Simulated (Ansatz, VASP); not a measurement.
Two plane-wave programs on Ta

```
CELL_PARAMETERS angstrom
0.00000 3.04406 3.04406
3.04406 0.00000 3.04406
3.04406 3.04406 0.00000
ATOMIC_POSITIONS crystal
Ta 0.12500 0.12500 0.12500
Ta 0.87500 0.87500 0.87500
```

Alike in both runs: task single point; functional LDA; k mesh 10 × 10 × 10; occupations fermi-dirac, width 0.1 eV; no spin polarisation.

|  | VASP | Ansatz |
| --- | --- | --- |
| version | VASP 6.6.1 | Ansatz 0.2.0 |
| potentials or method | VASP PAW LDA potentials, release 64 (Ta_pv) | plane waves (420 eV) with PAW, scalar-relativistic |
| plane-wave cutoff (eV) | 520 | 420 |
| valence electrons in the cell | 22 | 26 |

|  | VASP | Ansatz | Ansatz less VASP |
| --- | --- | --- | --- |
| pressure (GPa) | -5.2 | -5.4 | -0.16 |

The two sets of potentials don't hold the same shells in valence. Ansatz warned: «pseudo_functional_mismatch».

The runs have no spin-orbit coupling, so splittings on Ta are missing.
